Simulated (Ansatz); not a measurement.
# Σ5 (310) boundary in fcc Pt with W (substitutional): structure and resistance, part 2 of 2

How much does the Σ5 (310) boundary in fcc Pt with W (substitutional) reflect electrons?

Ansatz 0.2.0; Ansatz plane-wave DFT, PBE, PAW files; relaxation of a bicrystal slab with its lowest layers held; PAW set soft_1 (the session's first sound run).

So far. Step 2 (Relaxing the bicrystal): The largest force component on a free atom ends at 0.015 eV/Å, under the tolerance of 0.03, after 6 steps.

## 3. Transmission across the boundary

Bulk layers of each grain are laid under and over the relaxed boundary, and a lead is named in the middle of each, away from the free faces. The mesh across the current, 10×16, is finer than the density's, because channels open and close sharply across the zone. Energies from -0.1 to 0.1 eV in steps of 0.05 eV are too few for the program's thermal sum, so it prints no conductance; for a metal the transmission near the Fermi level serves, at a fraction of the cost.

This step: Ansatz plane-wave DFT, PBE, PAW files; ballistic transport by layer matching (Landauer), zero bias; boundary relaxed in a short slab, bulk layers laid on; PAW set soft_1 (Ansatz 0.2.0).

System of this step: Σ5 (310) boundary in fcc Pt with W (substitutional). The cell holds 68 atoms: 67 Pt and 1 W. Cell: a = 6.201 Å, b = 3.922 Å, c = 50.320 Å, α = 90.0°, β = 90.0°, γ = 90.0°. It derives from Pt. Regions: lower grain, 28 atoms (28 Pt); boundary, 18 atoms (17 Pt and 1 W); upper grain, 22 atoms (22 Pt). Vacuum lies along c.

File input.yaml:

```yaml
crystal:
  lattice:
    - [6.2009102638, 0.0, 0.0]
    - [0.0, 3.9218, 0.0]
    - [0.0, 0.0, 50.3197995602]
  atoms:
    - { symbol: Pt, position: [11.0999999997, -18.5, 0.0794915726] }
    - { symbol: Pt, position: [10.7999999997, -18.0, 0.0918145753] }
    - { symbol: Pt, position: [10.4999999997, -17.5, 0.104137578] }
    - { symbol: Pt, position: [10.1999999997, -17.0, 0.1164605807] }
    - { symbol: Pt, position: [9.8999999997, -16.5, 0.1287835834] }
    - { symbol: Pt, position: [9.5999999998, -16.0, 0.1411065862] }
    - { symbol: Pt, position: [9.2999999998, -15.5, 0.1534295889] }
    - { symbol: Pt, position: [8.9999999998, -15.0, 0.1657525916] }
    - { symbol: Pt, position: [8.6999999998, -14.5, 0.1780755943] }
    - { symbol: Pt, position: [8.3999999998, -14.0, 0.190398597] }
    - { symbol: Pt, position: [8.0999999998, -13.5, 0.2027215997] }
    - { symbol: Pt, position: [7.7999999998, -13.0, 0.2150446024] }
    - { symbol: Pt, position: [7.4999999998, -12.5, 0.2273676051] }
    - { symbol: Pt, position: [7.1999999998, -12.0, 0.2396906078] }
    - { symbol: Pt, position: [6.8999999998, -11.5, 0.2520136106] }
    - { symbol: Pt, position: [6.5999999998, -11.0, 0.2643366133] }
    - { symbol: Pt, position: [6.2999999998, -10.5, 0.276659616] }
    - { symbol: Pt, position: [5.9999999998, -10.0, 0.2889826187] }
    - { symbol: Pt, position: [5.6999999998, -9.5, 0.3013056214] }
    - { symbol: Pt, position: [5.3999999998, -9.0, 0.3136286241] }
    - { symbol: Pt, position: [5.0999999998, -8.5, 0.3259516268] }
    - { symbol: Pt, position: [4.7999999999, -8.0, 0.3382746295] }
    - { symbol: Pt, position: [4.4999999999, -7.5, 0.3505976322] }
    - { symbol: Pt, position: [4.1999999999, -7.0, 0.362920635] }
    - { symbol: Pt, position: [3.8999999999, -6.5, 0.3752436377] }
    - { symbol: Pt, position: [3.5999999999, -6.0, 0.3875666404] }
    - { symbol: Pt, position: [3.2999999999, -5.5, 0.3998896431] }
    - { symbol: Pt, position: [2.9999999999, -5.0, 0.4122126458] }
    - { symbol: Pt, position: [0.6999999999, 0.5, 0.4245356485] }
    - { symbol: Pt, position: [0.3896590895, 0.0, 0.4381064573] }
    - { symbol: Pt, position: [0.0900917656, 0.5, 0.4511197052] }
    - { symbol: Pt, position: [0.7932070606, 0.0, 0.4622072423] }
    - { symbol: Pt, position: [0.4872987876, 0.5, 0.4754827271] }
    - { symbol: Pt, position: [0.1909667821, 0.0, 0.4918333138] }
    - { symbol: Pt, position: [0.8971505287, 0.5, 0.5035303779] }
    - { symbol: Pt, position: [0.6014113391, 0.0, 0.5112266175] }
    - { symbol: Pt, position: [0.2823078567, 0.5, 0.5367734183] }
    - { symbol: W, position: [-0.015234529, 0.0, 0.5371328197] }
    - { symbol: Pt, position: [0.599693084, 0.0, 0.5628193077] }
    - { symbol: Pt, position: [0.8962584936, 0.5, 0.5708652207] }
    - { symbol: Pt, position: [0.1889842281, 0.0, 0.582545257] }
    - { symbol: Pt, position: [0.4850613799, 0.5, 0.5984600611] }
    - { symbol: Pt, position: [0.7918313367, 0.0, 0.6119961531] }
    - { symbol: Pt, position: [0.090053996, 0.5, 0.6231973548] }
    - { symbol: Pt, position: [0.3883314099, 0.0, 0.6360262814] }
    - { symbol: Pt, position: [0.691078018, 0.5, 0.6494023678] }
    - { symbol: Pt, position: [2.991078018, -5.0, 0.6617253705] }
    - { symbol: Pt, position: [3.291078018, -5.5, 0.6740483732] }
    - { symbol: Pt, position: [3.591078018, -6.0, 0.6863713759] }
    - { symbol: Pt, position: [3.891078018, -6.5, 0.6986943786] }
    - { symbol: Pt, position: [4.191078018, -7.0, 0.7110173813] }
    - { symbol: Pt, position: [4.491078018, -7.5, 0.723340384] }
    - { symbol: Pt, position: [4.791078018, -8.0, 0.7356633867] }
    - { symbol: Pt, position: [5.091078018, -8.5, 0.7479863894] }
    - { symbol: Pt, position: [5.391078018, -9.0, 0.7603093922] }
    - { symbol: Pt, position: [5.691078018, -9.5, 0.7726323949] }
    - { symbol: Pt, position: [5.991078018, -10.0, 0.7849553976] }
    - { symbol: Pt, position: [6.291078018, -10.5, 0.7972784003] }
    - { symbol: Pt, position: [6.591078018, -11.0, 0.809601403] }
    - { symbol: Pt, position: [6.891078018, -11.5, 0.8219244057] }
    - { symbol: Pt, position: [7.1910780179, -12.0, 0.8342474084] }
    - { symbol: Pt, position: [7.4910780179, -12.5, 0.8465704111] }
    - { symbol: Pt, position: [7.7910780179, -13.0, 0.8588934138] }
    - { symbol: Pt, position: [8.0910780179, -13.5, 0.8712164166] }
    - { symbol: Pt, position: [8.3910780179, -14.0, 0.8835394193] }
    - { symbol: Pt, position: [8.6910780179, -14.5, 0.895862422] }
    - { symbol: Pt, position: [8.9910780179, -15.0, 0.9081854247] }
    - { symbol: Pt, position: [9.2910780179, -15.5, 0.9205084274] }
kpoints:
  mp_grid: { grid: [4, 7, 1] }
hamiltonian:
  xc: pbe
  pseudopotentials: { kind: paw, azcp: { folder: soft_1 } }
scf:
  occupations: { method: fermi_dirac, width: 0.1 }
output:
  transmission:
    leads: [[15, 16], [55, 56]]
    kmesh: [10, 16]
    e_range: [-0.1, 0.1]
    de: 0.05
  write_potential: true
  write_density: true
  volumetric_format: npy
  elf: true
```

Command:

```bash
ansatz run input.yaml --threads 4 --pin off --max-ram 15360MiB --backend cpu --events-out ev --progress --plain --runs-dir out
```

Numbers of over 12 decimals in the logs are rounded to 6 here.

Log:

```text
[...]
Crystal: 68 atoms, lattice volume = 1223.714 Å³
Basis set: ecut = 420 eV, 24017 PW (Γ)
Bands: 732, of which v1, the nominal top of the filled ones, is band 610 counted from 1 (609 counted from 0)
Symmetry: 2 space group operations
[...]
k-points: 12 of 28 (time reversal used)
[...]
SCF iter   1: F=—  HF=-849560.678003 eV  |F-HF|=—  |Δ(HF+E_count)|=         —  Δρ=8.25e-2  dr2=1.93e2  ethr=3.10e-3  ⟨swp⟩=6.0  Hψ=30185  notcnv=0  defer=385
[...]
SCF iter  13: F=-849536.719668 eV  HF=-849536.719668 eV  |F-HF|=5.11e-8  |Δ(HF+E_count)|=   2.35e-8  Δρ=1.06e-6  dr2=5.32e-8  ethr=8.20e-12  ⟨swp⟩=11.2  Hψ=30603  notcnv=0
SCF 1 converged in 13 iterations: F = -849536.719668 eV  dr2 = 5.32e-8
[...]
transmission: 368 of 3672 steps passed
transmission: 736 of 3672 steps passed
[...]
transmission: 3672 of 3672 steps passed
WARN: The output density's exchange-correlation potential varies sharply where the density is thin. Do not read a vacuum level from v_tot or v_xc, or from such a field of the output density. On a cell that repeats whose density bears no net charge and no dipole along the vacuum's axis use v_es (v_loc + v_h of the components); under efield.dipole_correction with no amplitude use v_es + v_field, which holds any externa [...]
SCF converged after 13 iterations
Free energy (F): -849536.719668 eV
[...]
Internal energy: -849533.197687 eV  (E = F + TS)
E sigma→0 (E₀):  -849534.958677 eV
Entropy (-TS):   -3.521981 eV (-51.794 meV/atom)
Fermi energy:    18.723408 eV
[...]
--- Band table (eV; the first three rows and the last of 12) ---
  k-point 0: bands = [... 606 lower, 18.6763, 18.6908, 18.7938, 18.7974, 18.8001, 18.8175, 18.8353, 18.8805, ... 118 higher]
  k-point 1: bands = [... 606 lower, 18.7610, 18.7746, 18.7867, 18.8010, 18.8021, 18.8106, 18.8251, 18.8303, ... 118 higher]
  k-point 2: bands = [... 606 lower, 18.6016, 18.6111, 18.6297, 18.6485, 18.6635, 18.6881, 18.6919, 18.7213, ... 118 higher]
  k-point 11: bands = [... 606 lower, 18.6890, 18.7195, 18.7502, 18.7520, 18.7620, 18.7776, 18.8091, 18.8440, ... 118 higher]
--- Transmission ---
  basis      : 217 plane waves across, 68 finite elements along
  points     : 54, standing for a mesh of 10 x 16
  energies   : 5 from -0.100000 to 0.100000 eV about the Fermi level, 0.050000 eV apart; the leads are filled to 0.000000 eV, and channels, transmission and decay are at 0.000000 eV
  crystal 0  : Pt4, at the sites [15, 16], period 2.4804 Å, over 17.98 Å; its Hamiltonian steps by up to 21.8 meV
    offset         : up to 0.0000 Å between an atom of the period and one for which it stands
    channels       : 6.668750e0 a spin
    conductance    : none, the energies end too early or step too widely for 300 K: set another output.transmission.e_range or a lower de, or, where they end at an eighth of basis.ecutwfc, a higher one
[...]
channels       : 6.643750e0 a spin
[...]
junction   : crystal 0 to crystal 1, 13.61 to 37.33 Å
    transmission   : 2.110084e0 a spin
[...]
```

Elapsed: 37 min, on 4 threads of Arm Neoverse V1, shared host; peak memory 12 GiB.

This step gave:

```
free energy                                    : -849536.7197 eV
energy at zero smearing                        : -849534.9587 eV
Fermi energy                                   : 18.72 eV
cell area                                      : 24.32 Å²
transmission per spin nearest the Fermi level  : 2.110
open channels per spin nearest the Fermi level : 6.669
open channels per spin, upper lead             : 6.644
step of the lead's potential                   : 21.8 meV
step of the upper lead's potential             : 21 meV
```

Per spin. Table of transmission, zone mean by energy, zero at the Fermi level:

```tsv
energy (eV)	transmission, zone mean
-0.1000	2.39
-0.0500	2.26
0.0000	2.11
0.0500	1.92
0.1000	1.77
```

Per spin. Open channels, zone mean against energy, zero at the Fermi level:

```tsv
energy (eV)	lead	upper lead
-0.1000	7.56	7.56
-0.0500	7.24	7.21
0.0000	6.67	6.64
0.0500	5.93	5.93
0.1000	5.29	5.32
```

Transmission over k1 and k2. At 0.0000 eV from the Fermi level.

Ten even steps from '0' (0.05) to '9' (2.90):
```
6875545578
9888757888
8777848777
7778757877
6678868876
5568696865
6868797868
6579888975
6868797868
5568696865
6678868876
7778757877
8777848777
9888757888
6875545578
7840212048
```
Columns: k1 (b1) from -0.5 to 0.4; rows upwards: k2 (b2) from -0.5 to 0.438.

Open channels over k1 and k2. At 0.0000 eV from the Fermi level.

Ten even steps from '_' (2.0) to '@' (10.0):
```
++**##::--++--::##**
++++%%%%**::**%%%%++
++**##%%%%++%%%%##**
++**++%%%%++%%%%++**
++++++**@@##@@**++++
++----++--%%--++----
##++--++******++--++
##**++++******++++**
##++--++******++--++
++----++--%%--++----
++++++**@@##@@**++++
++**++%%%%++%%%%++**
++**##%%%%++%%%%##**
++++%%%%**::**%%%%++
++**##::--++--::##**
####::__::::::__::##
```
Columns: k1 (b1) from -0.5 to 0.4; rows upwards: k2 (b2) from -0.5 to 0.438.

ELF in the ca plane at fractional y = 0.000, with atoms of Pt and W within 0.2 Å of it. It is the smooth field of the valence electrons, not physical close to the nuclei.

Ten even steps from '0' (0.12) to '9' (0.67), each cell a mean:
```
01478875222432211111782860111122342225888741
01257863225875310010499930100136775223787521
01223432237888520123334323211258887322343221
23322111148887522234443444321258887411112222
57642100136887423566543456652247886310012456
88873100123564323788733478873234653210013788
88874111122222114788743478874212222211114888
88873223432210014788633378873100122343223788
57742247875210012467522257642100125787422577
23321268887410012223211123222100147888521233
21100268887411133321100011233311247888621012
31000147886311477531000001357641136887410001
62000124553212688752200122578862123554210002
62112222221013788764200024688873111222222112
42246542100013788755224225578863100012455322
22368874100012467654499944567642100014788632
12478886210112223332782872433222110126888742
```
Columns run along c (16.0 Å, from fractional 0.38 to 0.70 of the cell), rows up along a (6.2 Å). Atoms in or near the plane, at fractional coordinates: Pt at (0.39, 0.60), Pt at (0.41, 0.00), Pt at (0.44, 0.39), Pt at (0.46, 0.79), Pt at (0.49, 0.19), Pt at (0.51, 0.60), W at (0.54, 0.98), Pt at (0.56, 0.60), Pt at (0.58, 0.19), Pt at (0.61, 0.79), Pt at (0.64, 0.39), Pt at (0.66, 0.99), Pt at (0.69, 0.59).

Valence density in the ca plane at fractional y = 0.000, with atoms of Pt and W within 0.2 Å of it. It is the smooth field of the valence electrons, not physical close to the nuclei.

Values in units of 1e0 e/Å³, 9 rows by 16 columns, each cell a mean:
```
0.3 4.9 3.2 0.6 2.1 0.4 0.2 2.3 3.8 0.3 0.2 1.5 1.3 1.4 7.0 1.0
0.3 0.6 0.4 2.2 8.8 1.0 0.3 0.6 0.7 0.4 0.3 6.3 5.2 0.4 0.8 0.4
3.7 1.0 0.2 1.3 5.1 0.7 3.1 2.0 0.9 3.8 0.7 3.8 3.1 0.2 0.4 3.1
9.1 2.6 0.3 0.5 0.5 0.4 7.4 4.7 1.9 9.3 1.4 0.4 0.5 0.3 0.7 8.8
3.1 0.9 2.1 3.9 0.3 0.2 2.5 1.6 0.7 3.2 0.5 0.2 2.1 3.7 0.5 3.6
0.4 0.2 4.2 7.7 0.4 0.5 0.5 0.2 0.1 0.4 0.7 0.3 4.5 7.5 0.4 0.3
0.8 0.2 1.2 2.1 0.4 4.8 3.3 0.2 0.1 1.2 6.2 0.9 1.3 2.1 0.3 0.3
0.9 1.2 0.8 0.2 0.3 6.4 4.4 0.5 0.6 1.7 8.4 1.2 0.2 0.4 1.2 0.4
0.5 6.5 4.3 0.2 0.2 1.2 0.9 2.3 3.8 0.6 1.6 0.4 0.2 1.6 7.8 1.1
```
Columns run along c (16.0 Å, from fractional 0.38 to 0.70 of the cell), rows up along a (6.2 Å). Atoms in or near the plane, at fractional coordinates: Pt at (0.39, 0.60), Pt at (0.41, 0.00), Pt at (0.44, 0.39), Pt at (0.46, 0.79), Pt at (0.49, 0.19), Pt at (0.51, 0.60), W at (0.54, 0.98), Pt at (0.56, 0.60), Pt at (0.58, 0.19), Pt at (0.61, 0.79), Pt at (0.64, 0.39), Pt at (0.66, 0.99), Pt at (0.69, 0.59).

Electrostatic potential energy in the ca plane at fractional y = 0.000, with atoms of Pt and W within 0.2 Å of it. With pseudopotentials it is smooth inside the atoms' cores, unlike the true potential.

Values in eV, 9 rows by 16 columns, each cell a mean:
```
 19 -31 -16  12  -8  17  20 -12 -23  15  20   0   3   1 -43   7
 18  12  16  -7 -50   6  18  10   6  17  18 -37 -30  17   8  17
-23   6  22   3 -33  10 -17  -5   9 -24  11 -22 -16  21  17 -17
-51 -10  19  15  15  16 -43 -27  -5 -52   1  17  15  18  10 -50
-18   8  -6 -24  19  20 -12   0  12 -20  14  21  -7 -22  14 -22
 17  20 -23 -45  15  13  14  21  22  17  11  19 -24 -44  16  18
 10  21   4  -8  17 -30 -17  20  21   4 -40   7   3  -8  20  19
  7   4   8  20  18 -38 -25  11   6  -3 -49   3  21  16   3  16
 15 -39 -24  20  20   4   8 -12 -23  10  -2  17  21  -1 -47   4
```
Columns run along c (16.0 Å, from fractional 0.38 to 0.70 of the cell; values clipped at the 3rd and 97th percentile), rows up along a (6.2 Å). Atoms in or near the plane, at fractional coordinates: Pt at (0.39, 0.60), Pt at (0.41, 0.00), Pt at (0.44, 0.39), Pt at (0.46, 0.79), Pt at (0.49, 0.19), Pt at (0.51, 0.60), W at (0.54, 0.98), Pt at (0.56, 0.60), Pt at (0.58, 0.19), Pt at (0.61, 0.79), Pt at (0.64, 0.39), Pt at (0.66, 0.99), Pt at (0.69, 0.59).

Over the solved energies the transmission per spin lies between 1.77 and 2.39, out of 6.54 channels of the lead on average (up to 7.56).

## 4. Specific resistance

This step: Ansatz plane-wave DFT, PBE, PAW files; ballistic transport by layer matching (Landauer), zero bias; specific resistance of the boundary; PAW set soft_1 (Ansatz 0.2.0).

This step gave:

```yaml
area_resistance: 1.021 fΩ m²
t_over_the_leads_mean_channel_count: 0.3198
```

Averaged over the energies near the Fermi level, 32.0 % of the channels pass, which makes 1.02 fΩ m².

By hand, with T and the leads' channels N averaged over the energies near the Fermi level: RA = A (h/2e²)(1/T − ½[1/N₁ + 1/N₂]) = 24.32×10⁻²⁰ m² × 12 906 Ω × (1/2.091 − ½[1/6.539 + 1/6.534]) = 1.02 fΩ m².

## 5. Results

- specific resistance of the boundary: 1.02 fΩ m²
- share of channels that pass: 0.320

What this shows: The boundary has a specific resistance of 1.0 fΩ m². The boundary reflects 68 % of the channels; 1.0 fΩ m² is 10×10⁻¹² Ω·cm². That equals the resistance of 9.5 nm of bulk Pt at 300 K (measured 10.8 µΩ cm, CRC Handbook of Chemistry and Physics, 84th ed., 2003, Electrical Resistivity of Pure Metals). One W in 24.3 Å² of boundary is a high coverage. Each plane of this narrow cell holds one atom, so the solute fills a whole plane. One starting structure was relaxed; another shift or atom count at the boundary may lie lower. Spin-orbit coupling is left out, which matters for Pt and W.

[Logs are printed without paths, hosts, clocks, repeated set-up lines and the standing remarks that a program may print on its own settings, such as how far it seeks lower states.]

[Hosts, paths, dates, database ids (printed as entryN), source tags and the programs' standing remarks are cut or masked in the printed files.]
